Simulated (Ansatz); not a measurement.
**MoS2: band gap under strain**

Aim: follow the gap of MoS2, database structure through these states: -2.0 % equal strain in all directions; -0.7 % strain along z alone. The table at the end shows which levels were run.

The runs shown are made with Ansatz 0.2.0. PAW datasets, plane waves. No spin polarisation and no zero-point or thermal motion.

### 1 Starting point

The unstrained cell was relaxed with r2SCAN+rVV10; in each strained cell the atoms were relaxed again with r2SCAN+rVV10. Names of k-points are those of the unstrained zone, where strain can split equivalent points. First state: -2.0 % equal strain in all directions.

The symmetry is P-6m2 (No. 187, hexagonal); a = 3.106 Å, c = 6.670 Å in the conventional setting, 18.58 Å³ an atom. Near Mo stand 6 S at 2.39 Å; near S stand 3 Mo at 2.39 Å.

As a file:

```xyz
3
Lattice="3.1060 0.0000 0.0000 -1.5530 2.6898 0.0000 0.0000 0.0000 6.6704" Properties=species:S:1:pos:R:3 pbc="T T T"
Mo    0.0000    0.0000    0.0000
S     0.0000    1.7932    1.5752
S     0.0000    1.7932    5.0952
```

From earlier runs on the unstrained cell: PBE 1.27 eV, r2SCAN 1.34 eV, HSE06 1.76 eV; a = 3.171 Å, c = 6.810 Å.

### 2 -2.0 % equal strain in all directions: PBE

input.yaml

```yaml
crystal:
  lattice:
    - [3.1059543044, 0.0, 0.0]
    - [-1.5529771522, 2.6898353306, 0.0]
    - [0.0, 0.0, 6.670408368]
  atoms:
    - { symbol: Mo, position: [0.0, 0.0, 0.0] }
    - { symbol: S, position: [0.3333333333, 0.6666666667, 0.2361469467] }
    - { symbol: S, position: [0.3333333333, 0.6666666667, 0.7638530533] }
kpoints:
  mp_grid: { grid: [12, 12, 4] }
  band_path:
    path:
      - [0.0, 0.0, 0.0]
      - [0.5, 0.0, 0.0]
      - [0.3333333333, 0.3333333333, 0.0]
      - [0.0, 0.0, 0.5]
      - [0.5, 0.0, 0.5]
      - [0.3333333333, 0.3333333333, 0.5]
      - [0.174479, 0.174479, 0.0]
    npoints: 1
hamiltonian:
  xc: pbe
scf:
  occupations: { method: fermi_dirac, width: 0.02 }
  n_extra_bands: 4
output:
  forces: true
  stress: true
  eigenvalues: true
```

Started as:

```bash
ansatz run input.yaml --threads 4 --pin off --max-ram 4608MiB --backend cpu --events-out ev --progress --plain --runs-dir out
```

Further steps of the session: -2.0 % equal strain in all directions: r2SCAN; -2.0 % equal strain in all directions: HSE06; -0.7 % strain along z alone: PBE; -0.7 % strain along z alone: r2SCAN; -0.7 % strain along z alone: HSE06.

What does the calculation give?

**Answer**, as computed:

Least gap in eV (negative: overlap), with the change from the unstrained cell in brackets:

| state | volume change (%) | PBE | r2SCAN | HSE06 |
| --- | --- | --- | --- | --- |
| -2.0 % equal strain in all directions | -6.0 | 1.28 (+0.01) | 1.39 (+0.05) | 1.88 (+0.12) |
| -0.7 % strain along z alone | -0.7 | 1.24 (-0.03) | 1.32 (-0.02) | 1.73 (-0.03) |

With HSE06, of the states in the table -2.0 % equal strain in all directions shifts the gap most, by +0.118 eV. PBE and HSE06 differ by 0.50 eV on the unstrained gap, and by at most 0.10 eV on its change: the two disagree on the size of the gap but agree on its response to strain.
